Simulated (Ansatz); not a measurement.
**CuO: band structure with PBE**

Crystal: CuO.

```
Cu O
1.0
     3.28802    0.00000    0.00000
    -1.64401    2.84751    0.00000
     0.00000    0.00000    5.38502
Cu O
2 2
Direct
  0.66667 0.33333 0.00000
  0.33333 0.66667 0.50000
  0.66667 0.33333 0.62520
  0.33333 0.66667 0.12520
```

Measurements of this composition are mostly on another form, of space group No. 15.

```json
{"Program": "Ansatz 0.2.0", "Task": "band structure", "Functional": "PBE", "Potentials or basis": "Ansatz PAW", "Cutoff": "420 eV (not typed: the program's choice for these potentials)", "k mesh": "9 × 9 × 5", "Occupations": "fermi-dirac, width 0.05 eV", "Spin": "no spin polarisation", "Path": "[[\"G\", \"M\", \"K\", \"G\", \"A\", \"L\", \"H\", \"A\"], [\"L\", \"M\"], [\"K\", \"H\"]]", "Points for each segment of the path": "14"}
```

```yaml
Pressure: -9.1 GPa
Largest_force: 0.074 eV/Å
Band_gap_on_the_k_mesh: none (metal or under the smearing width)
```

Forces on the atoms (eV/Å):
```
Cu   0.000  0.000 -0.074
Cu   0.000  0.000 -0.074
O    0.000  0.000  0.074
O    0.000  0.000  0.074
```

Stress tensor (GPa, compression positive):
```
-9.59  0.00  0.00
 0.00 -9.59  0.00
 0.00  0.00 -8.20
```

Levels at the corners of the path, in eV from the Fermi level:
| point | band 23 | band 24 | band 25 | band 26 | band 27 | band 28 | band 29 | band 30 |
| --- | --- | --- | --- | --- | --- | --- | --- | --- |
| Γ | 0.02 | 0.63 | 0.74 | 0.74 | 0.92 | 5.62 | 7.69 | 13.43 |
| M | -1.15 | -1.03 | -0.16 | 0.02 | 5.91 | 6.83 | 7.76 | 8.96 |
| K | -1.25 | -0.60 | -0.59 | -0.59 | 7.73 | 7.73 | 7.96 | 7.98 |
| Γ | 0.02 | 0.63 | 0.74 | 0.74 | 0.92 | 5.62 | 7.69 | 13.43 |
| A | 0.38 | 0.38 | 0.38 | 0.38 | 3.33 | 3.33 | 10.18 | 10.18 |
| L | -0.46 | -0.46 | -0.44 | -0.44 | 6.00 | 6.00 | 8.23 | 8.23 |
| H | -1.08 | -1.08 | -0.40 | -0.40 | 7.97 | 7.97 | 8.27 | 8.27 |
| A | 0.38 | 0.38 | 0.38 | 0.38 | 3.33 | 3.33 | 10.18 | 10.18 |
| L | -0.46 | -0.46 | -0.44 | -0.44 | 6.00 | 6.00 | 8.23 | 8.23 |
| M | -1.15 | -1.03 | -0.16 | 0.02 | 5.91 | 6.83 | 7.76 | 8.96 |
| K | -1.25 | -0.60 | -0.59 | -0.59 | 7.73 | 7.73 | 7.96 | 7.98 |
| H | -1.08 | -1.08 | -0.40 | -0.40 | 7.97 | 7.97 | 8.27 | 8.27 |

Run time: 12 s on 2 threads of Arm Neoverse V1 (shared host), peak memory 0.36 GiB.

Caveat: the pressure holds a Pulay correction of +0.6 GPa for the finite cutoff; the run has no spin polarisation, though such a crystal can be magnetic; semilocal functionals often make such compounds metallic where correlation or magnetic order opens a gap, which also shifts bond lengths. With open d or f shells a metallic result of PBE can be an artefact of self-interaction; +U or a hybrid may open a gap.
